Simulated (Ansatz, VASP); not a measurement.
**SnTe in VASP and in Ansatz**

INCAR

```
PREC = Accurate ; ENCUT = 520
EDIFF = 1E-7 ; ISMEAR = -1
SIGMA = 0.05 ; LREAL = F
LASPH = T ; NELM = 60
ALGO = Normal ; ISIF = 2
LWAVE = F ; LCHARG = F
GGA = PS ; IVDW = 12
NBANDS = 17
```

File KPOINTS:

```
Automatic mesh
0
Gamma
  7 7 7
```

Contents of POSCAR:

```
SnTe
1.0
    0.0000000000      3.1297027185      3.1297027185
    3.1297027185      0.0000000000      3.1297027185
    3.1297027185      3.1297027185      0.0000000000
Te Sn
1 1
Direct
    0.5000000000      0.5000000000      0.5000000000
    0.0000000000      0.0000000000      0.0000000000
```

input.yaml

```yaml
crystal:
  lattice:
    - [0.0, 3.1297027185, 3.1297027185]
    - [3.1297027185, 0.0, 3.1297027185]
    - [3.1297027185, 3.1297027185, 0.0]
  atoms:
    - { symbol: Te, position: [0.5, 0.5, 0.5] }
    - { symbol: Sn, position: [0.0, 0.0, 0.0] }
hamiltonian:
  xc: pbesol
  pseudopotentials: { kind: paw }
  dispersion: d3bj
kpoints:
  mp_grid: { grid: [7, 7, 7] }
scf:
  occupations: { method: fermi_dirac, width: 0.05 }
output:
  forces: true
  stress: true
  eigenvalues: true
  write_density: true
  write_potential: true
  elf: true
  volumetric_format: npy
```

Alike in both runs: task single point; functional PBEsol; dispersion D3(BJ); k mesh 7 × 7 × 7; occupations fermi-dirac, width 0.05 eV; no spin polarisation.

|  | VASP | Ansatz |
| --- | --- | --- |
| version | VASP 6.6.1 | Ansatz 0.2.0 |
| potentials or method | VASP PAW PBE potentials, release 64 (Te, Sn_d) | Ansatz PAW |
| plane-wave cutoff (eV) | 520 | 420 |
| valence electrons in the cell | 20 | 30 |

```tsv
	VASP	Ansatz	Ansatz less VASP
gap on the k mesh at the Fermi level (eV)	0.67	0.67	+0.001
least direct gap on the mesh (eV)	0.67	0.67	+0.001
pressure (GPa)	-1.5	-1.5	-0.01
dispersion energy (meV/atom)	-396.5	-396.6	-0.12
```

The two sets of potentials don't hold the same shells in valence.

Caveats: the PAW data sets were made with another functional, which shifts forces and pressure a little (VASP); the PAW data sets come from PBE, with cores solved anew for the run's functional, which leaves a small shift of forces and pressure (Ansatz). Spin-orbit coupling is left out, which matters for the levels of Te.
